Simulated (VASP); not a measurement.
Runs of VASP 6.6.1 on InP. The structure is cubic, space group F-43m (No. 216). The conventional cell has a = 5.861 Å, b = 5.861 Å, c = 5.861 Å, α = 90.00°, β = 90.00°, γ = 90.00°. Around In (site symmetry -43m) lie 4 P at 2.54 Å. P (site symmetry -43m) is surrounded by 4 In at 2.54 Å. 

```tsv
task	potentials or basis	cell	cutoff (eV)	gap on the mesh (eV)	pressure (GPa)	relaxed volume (Å³/atom)
band structure	VASP PAW PBE potentials, release 64 (In_d, P)	as given	520	0.71	-	-
relaxation of cell and atoms	VASP PAW PBE potentials, release 64 (In_d_GW, P_GW)	relaxed	680	0.44	0.0	(b)
band structure	VASP PAW PBE potentials, release 64 (In, P)	as given	500	0.77	-	-
band structure	VASP PAW PBE potentials, release 64 (In_d_GW, P_GW)	as given	550	0.71	-	-
relaxation of cell and atoms	VASP PAW PBE potentials, release 64 (In_d_GW, P_GW)	relaxed	630	0.46	0.0	(c)
band structure	VASP PAW PBE potentials, release 64 (In_d_GW, P_GW)	as given	600	0.71	(a)	-
relaxation of cell and atoms	VASP PAW PBE potentials, release 64 (In, P)	relaxed	580	0.38	0.0	27.00
relaxation of cell and atoms	VASP PAW PBE potentials, release 64 (In_d, P)	relaxed	600	0.44	0.0	26.44
```

Alike in all rows: level PBE; no spin polarisation; k mesh 8 × 8 × 8; smearing fermi-dirac 0.05 eV.

Problem. Estimate the missing entries.

Solution. (a) 3.3; (b) 26.42; (c) 26.37.

Caveats: spin-orbit coupling is left out, which moves the levels of the heavy elements.

A k mesh can miss the band edges, and the runs leave out spin-orbit coupling on In.

The runs don't all hold the same shells in valence.
